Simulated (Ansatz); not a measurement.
A 4-atom cell of SrO (P6_3/mmc) from a materials database, relaxed with r2SCAN in Ansatz. The symmetry is P6_3/mmc (No. 194, hexagonal); conventional cell a = 4.270 Å, c = 5.144 Å, 20.31 Å³ an atom. Sr is surrounded by 5 O at 2.47–2.57 Å; O is surrounded by 5 Sr at 2.47–2.57 Å.

The axes x, y and z are those of this cell:
```
CELL_PARAMETERS angstrom
4.27002 0.00000 0.00000
-2.13501 3.69795 0.00000
0.00000 0.00000 5.14447
ATOMIC_POSITIONS crystal
Sr 0.33333 0.66667 0.93750
Sr 0.66667 0.33333 0.43750
O 0.33333 0.66667 0.43750
O 0.66667 0.33333 0.93750
```

Unstrained: With PBE the gap is 2.658 eV and direct, at Γ. r2SCAN gives a direct gap of 3.032 eV at Γ. The HSE06 gap is direct at Γ: 4.004 eV. Meshes: PBE 12×12×6, r2SCAN 12×12×6, HSE06 6×6×4. Strains are changes of length per length, and xy shears are angles. After each strain the atoms were relaxed again with r2SCAN within the symmetry that the strain leaves, so tilts or polar shifts that break it weren't tested; points keep the names that they have in the unstrained zone. The values are computed, spin-unpolarised, and not measurements.

Problem. Apply isotropic +2.02 % on every length. How far does the gap move, against the unstrained cell?

Solution. PBE: the gap goes from 2.658 to 2.469 eV (-0.189 eV). r2SCAN: the gap goes from 3.032 to 2.845 eV (-0.187 eV). HSE06: the gap goes from 4.004 to 3.785 eV (-0.219 eV). The r2SCAN energy rises by 16.4 meV an atom.

Problem. Apply xy shear, engineering strain (angle) -5.01 %. How far does the gap move, against the unstrained cell?

Solution. PBE: the gap goes from 2.658 to 2.655 eV (-0.003 eV). r2SCAN: the gap goes from 3.032 to 3.032 eV (0.000 eV). HSE06: the gap goes from 4.004 to 4.001 eV (-0.003 eV). The r2SCAN energy rises by 1.6 meV an atom.

Problem. Apply uniaxial -3.73 % along z, other directions held. How far does the gap move, against the unstrained cell?

Solution. PBE: the gap goes from 2.658 to 2.617 eV (-0.041 eV). r2SCAN: the gap goes from 3.032 to 2.981 eV (-0.051 eV). HSE06: the gap goes from 4.004 to 3.995 eV (-0.009 eV). The r2SCAN energy rises by 16.7 meV an atom.

Problem. Estimate what uniaxial +1.93 % along x, other directions held does to the gap.

Solution. PBE: the gap goes from 2.658 to 2.568 eV (-0.090 eV). r2SCAN: the gap goes from 3.032 to 2.941 eV (-0.091 eV). HSE06: the gap goes from 4.004 to 3.908 eV (-0.096 eV). The r2SCAN energy rises by 2.3 meV an atom.

The meshes of the hybrids are coarse, so their gaps aren't converged to the digits shown.
